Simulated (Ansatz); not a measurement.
TaN: computed properties

Method: Ansatz, DFT PBE, scalar-relativistic, plane waves, PAW.

Settings: cutoff 420 eV, Γ-centred mesh 18×18×18 on the computed 2-atom cell, Gaussian smearing of 0.10 eV; no spin polarisation.

The structure is relaxed at this level of theory with its symmetry kept, and needn't be the ground state of this composition.

```cif
data_structure
_symmetry_space_group_name_H-M 'P4/mmm'
_symmetry_Int_Tables_number 123
_cell_length_a 2.9624
_cell_length_b 2.9624
_cell_length_c 3.0919
_cell_angle_alpha 90.000
_cell_angle_beta 90.000
_cell_angle_gamma 90.000
_cell_volume 27.13
loop_
_atom_site_label
_atom_site_type_symbol
_atom_site_symmetry_multiplicity
_atom_site_Wyckoff_symbol
_atom_site_fract_x
_atom_site_fract_y
_atom_site_fract_z
_atom_site_occupancy
Ta1 Ta 1 b 0.00000 0.00000 0.50000 1
N1 N 1 d 0.50000 0.50000 0.50000 1
```

- Space group: P4/mmm (No. 123)
- Volume per atom: 13.57 Å³
- Formation energy from the elements' standard states (uncorrected): -0.648 eV/atom
- Kohn–Sham band gap: none (metal)
- Density of states at the Fermi level: 0.8 states/eV per cell
- Orbital (Löwdin) character within 0.5 eV of the Fermi level: Ta 5d 74 %, N 2p 14 %, Ta 6s 8 %
- Bader charge by site (e): Ta (1 in the cell) 1.63, N (1 in the cell) -1.63

Spin-orbit coupling is left out, which matters for the bands of heavy elements.

Another cell of TaN relaxed alike, in P-6m2, lies 0.48 eV/atom lower, so this cell isn't the stable form at this level.

The cell was found from a structure generator's guess, not taken from experiment. Löwdin shares on free-atom orbitals overweight diffuse shells.
